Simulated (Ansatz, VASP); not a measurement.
## One calculation of BaTiO3, two programs

Contents of INCAR:

```
SYSTEM = BaTiO3
PREC = Accurate
ENCUT = 600
EDIFF = 1E-7
ISMEAR = -1
SIGMA = 0.05
LREAL = .False.
LASPH = .True.
NELM = 80
ALGO = Normal
ISIF = 3
LWAVE = .False.
LCHARG = .False.
GGA = PS
IVDW = 13
IBRION = 2
NSW = 60
EDIFFG = -0.01
```

KPOINTS

```
regular mesh
0
Gamma
  7 7 7
  0 0 0
```

The input POSCAR:

```
BaTiO3
1.0
    3.9998000000      0.0000000000      0.0000000000
    0.0000000000      3.9998000000      0.0000000000
    0.0000000000      0.0000000000      4.0180000000
Ba Ti O
1 1 3
Direct
    0.0000000000      0.0000000000      0.0000000000
    0.5000000000      0.5000000000      0.4900000000
    0.0000000000      0.5000000000      0.5170000000
    0.5000000000      0.0000000000      0.5170000000
    0.5000000000      0.5000000000      0.0190000000
```

Contents of input.yaml:

```yaml
crystal:
  lattice:
    - [3.9998, 0.0, 0.0]
    - [0.0, 3.9998, 0.0]
    - [0.0, 0.0, 4.018]
  atoms:
    - { symbol: Ba, position: [0.0, 0.0, 0.0] }
    - { symbol: Ti, position: [0.5, 0.5, 0.49] }
    - { symbol: O, position: [0.0, 0.5, 0.517] }
    - { symbol: O, position: [0.5, 0.0, 0.517] }
    - { symbol: O, position: [0.5, 0.5, 0.019] }
hamiltonian:
  xc: pbesol
  pseudopotentials: { kind: paw }
  dispersion: d4
kpoints:
  mp_grid: { grid: [7, 7, 7] }
scf:
  occupations: { method: fermi_dirac, width: 0.05 }
output:
  forces: true
  stress: true
  write_density: true
  write_potential: true
  elf: true
  volumetric_format: npy
relax:
  f_tol: 0.01
  max_steps: 40
  cell: { stress_tol: 0.05 }
```

Alike in both runs: task relaxation of cell and atoms; functional PBEsol; dispersion D4; k mesh 7 × 7 × 7; occupations fermi-dirac, width 0.05 eV; no spin polarisation.

|  | VASP | Ansatz |
| --- | --- | --- |
| version | VASP 6.6.1 | Ansatz 0.2.0 |
| potentials or method | VASP PAW PBE potentials, release 64 (Ba_sv, Ti_sv, O) | Ansatz PAW |
| plane-wave cutoff (eV) | 600 | 420 |
| valence electrons in the cell | 40 | 40 |

VASP gave:

```
gap on the k mesh at the Fermi level, each at its own relaxed structure (eV) : 1.89
relaxed volume (Å³/atom)                                                     : 12.63
relaxed cell length with the largest relative difference (Å)                 : 4.033
energy change over the relaxation (meV/atom)                                 : -5
```

**Question.** What did Ansatz give for the same quantities?

**Answer.** gap on the k mesh at the Fermi level, each at its own relaxed structure (eV): 1.97; relaxed volume (Å³/atom): 12.49; relaxed cell length with the largest relative difference (Å): 4.011; energy change over the relaxation (meV/atom): -8.

Caveats: spin-orbit coupling is left out, which moves the levels of the heavy elements; the PAW data sets were made with another functional, which shifts forces and pressure a little (VASP); an odd mesh through Γ misses points on the zone boundary, where band edges often lie (VASP); odd divisions of the mesh miss points on the zone boundary, where band edges often lie, so the gap on the mesh can be too wide (Ansatz); the plane-wave basis is chosen anew once the cell has moved, so the energies of steps on either side of that aren't comparable (Ansatz); the pressure holds a Pulay correction of +0.6 GPa for the finite cutoff (Ansatz); the PAW data sets come from PBE, with cores solved anew for the run's functional, which leaves a small shift of forces and pressure (Ansatz). As with any semilocal functional, this PBEsol gap is likely too small.
